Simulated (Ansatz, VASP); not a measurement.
Two plane-wave programs on K

```
K
1.0
    -2.61800    2.61800    2.61800
     2.61800   -2.61800    2.61800
     2.61800    2.61800   -2.61800
K
1
Direct
  0.00000 0.00000 0.00000
```

Alike in both runs: functional PBEsol; k mesh 16 × 16 × 16; occupations gaussian, width 0.1 eV; no spin polarisation.

Ansatz relaxed the structure, and its values are those at the end. VASP's run is a single point on that final structure, the one shown.

|  | VASP | Ansatz |
| --- | --- | --- |
| version | VASP 6.6.1 | Ansatz 0.2.0 |
| potentials or method | VASP PAW PBE potentials, release 64 (K_sv) | scalar-relativistic, plane waves, PAW |
| plane-wave cutoff (eV) | 520 | 420 |
| valence electrons in the cell | 9 | 9 |

|  | VASP | Ansatz | Ansatz less VASP |
| --- | --- | --- | --- |
| gap on the k mesh at the Fermi level (eV) | none | none | - |
| pressure (GPa) | -0.1 | 0.0 | +0.01 |

A gap of «none» marks a metal or a gap that the smearing closes. With one functional, cell and mesh, what is left measures potentials, basis and numerics.

Caveats: the PAW data sets were made with another functional, which shifts forces and pressure a little (VASP).
